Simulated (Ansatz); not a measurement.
## Energy, volume and coordination in LiS3

These are results of DFT PBE, scalar-relativistic, plane waves, PAW (Ansatz 0.2.0), not measurements. Settings: cutoff 420 eV, Γ-centred meshes spaced at most about 0.3 Å⁻¹, and about 0.25 Å⁻¹ or finer for metals (2π included), Gaussian smearing. No spin polarisation.

These are static total energies at zero pressure. Rows are sorted by volume; energies count from the lowest form computed. Coordination counts S atoms around Li (those within 1.25 times the shortest such distance or 1.15 times the sum of covalent radii; a plus sign parts nearer from farther groups; the shortest distance is added where it is long for a bond). The table shows 6 of 7 forms computed.

```csv
row,form,source,atoms,coordination,V (Å³/atom),gap on mesh (eV),ΔE (meV/atom)
1,P4/mmm,invented,4,Li 8+4,15.5,0,437
2,Pm-3n,invented,8,Li 12 from 2.8 Å,15.8,0,518
3,Im-3m,invented,4,Li 6,15.9,0,0
4,Pm-3m,invented,4,Li 12 from 2.8 Å,16.1,0,?
5,P6/mmm,invented,4,Li 2,21.0,0,405
6,P4mm,invented,4,Li 2+4,24.1,0,270
```

The cell of row 4:

```
Li S
1.0
     4.01115    0.00000    0.00000
     0.00000    4.01115    0.00000
     0.00000    0.00000    4.01115
Li S
1 3
Direct
  0.00000 0.00000 0.00000
  0.00000 0.50000 0.50000
  0.50000 0.50000 0.00000
  0.50000 0.00000 0.50000
```

Question: Estimate the missing energy, and say where the row ranks.

Answer: 0.50 eV/atom, which puts it above row 1 and below row 2. Counting S atoms around Li, row 4 has Li 12 from 2.8 Å and the lowest form (row 3) has Li 6.

An observed structure of this formula, if there is one, may be missing.

The k mesh leaves some 4 meV/atom of noise in the energy of each metallic cell. In Im-3m, P4mm, P6/mmm, P4/mmm, Pm-3m an odd number of electrons in the primitive cell allows no gap without spin; a larger cell or a magnetic state could open one. Cells relaxed within their symmetry can be saddle points. Some candidate types were left out of the draw beforehand, so a known form may be missing.
